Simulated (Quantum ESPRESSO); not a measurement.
# InP: dielectric tensor and Born charges under several settings

```xyz
2
Lattice="0.0000 2.9305 2.9305 2.9305 0.0000 2.9305 2.9305 2.9305 0.0000" Properties=species:S:1:pos:R:3 pbc="T T T"
In    0.0000    0.0000    0.0000
P     4.3957    4.3957    4.3957
```

All runs used Quantum ESPRESSO 7.5; k mesh 6 × 6 × 6, shifted; given cell; no spin polarisation; cutoff 762 eV; occupations smeared at first, fixed for the response.

| level | potentials | pressure (GPa) | ε∞ (diagonal) | Born charge of atom 1 (e) |
| --- | --- | --- | --- | --- |
| LDA | GBRV 1.5 LDA | -1.4 | 12.00 | 2.50 |
| PBE | GBRV 1.5 PBE | ? | ? | ? |
| PBEsol | GBRV 1.5 PBEsol | 0.4 | 11.45 | 2.51 |
| WC | GBRV 1.5 PBE | 0.6 | 11.65 | 2.51 |
| BLYP | GBRV 1.5 PBE | 6.6 | 11.15 | 2.55 |
| AM05 | GBRV 1.5 PBE | 0.8 | 11.23 | 2.51 |

What stands in the row left open?

Pressure 3.1 GPa; ε∞ 10.96; Born charge of atom 1 2.54 e.

Caveats: the potentials were made for another functional, which shifts forces and pressure (some runs); the cell is more than 3 GPa from zero pressure, which shifts response properties (some runs).

For the row left open. Caveat: the mesh is thin for the dielectric tensor, Born charges and intensities, which usually come out too large; the cell is more than 3 GPa from zero pressure, which shifts response properties.
